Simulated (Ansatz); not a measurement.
`CC(=O)[O][GeH3]` + `NC1=C[SiH2]1` → `[GeH3][NH]C1=C[SiH2]1` + `CC(=O)O` at 400 K and 1 bar (ligand exchange at a Ge–O bond).

Computed with Ansatz on PBE0-D4/def2-TZVP structures; ΔE is electronic, products minus reactants. CCSD(T)/CBS adds triple-zeta CCSD(T) − MP2 to the extrapolated MP2 energy (def2 sets, frozen cores). For Ge outer-core shells are correlated without core-valence functions, which leaves a few kJ/mol of doubt a bond. Scalar relativity is left out up to krypton. One conformer a species, not always the lowest.

| species | CCSD(T)/CBS energy (Eh) | H − E (kJ/mol) | S (J/(mol·K)) |
| --- | --- | --- | --- |
| `CC(=O)[O][GeH3]` | -2306.19992 | 230.7 | 384.7 |
| `NC1=C[SiH2]1` | -422.82137 | 194.8 | 322.5 |
| `[GeH3][NH]C1=C[SiH2]1` | -2500.13796 | 240.4 | 404.9 |
| `CC(=O)O` | -228.87529 | 185.0 | 309.7 |

H − E and S are ideal-gas, rigid-rotor, harmonic terms from PBE0-D4/def2-TZVP, for one conformer and one mirror image of each species. 1 Eh = 2625.50 kJ/mol, R = 8.31446 J/(mol·K).

Q: By hand: ΔE, ΔH, ΔS and ΔG.

A: ΔE = (-2500.13796) + (-228.87529) − (-2306.19992) − (-422.82137) = 0.00804 Eh = 21.1 kJ/mol. Δ(H − E) = 240.4 + 185.0 − 230.7 − 194.8 = -0.1, so ΔH = 21.0 kJ/mol. ΔS = 404.9 + 309.7 − 384.7 − 322.5 = 7.4 J/(mol·K). ΔG = 21.0 − 400 × (7.4)/1000 = 18.0 kJ/mol.

Q: By hand: the equilibrium constant, and the temperature at which ΔG would vanish if ΔH and ΔS stayed fixed.

A: log₁₀ K = −ΔG/(RT ln 10) = -2.4. ΔG = 0 at ΔH/ΔS = 2838 K, far beyond where these terms or the molecules hold.

The number of gas molecules stays the same, so ΔS is small and ΔH decides. A doubt of 5 kJ/mol in ΔE shifts log₁₀ K by 0.7 here. Other conformers and mirror images would add mixing entropy, several J/(mol·K) or more a flexible species. These are equilibria of isolated gas molecules and say nothing of rates. Largest T1 diagnostic: 0.015 (customary marks: 0.02 for closed shells, 0.045 for open ones).
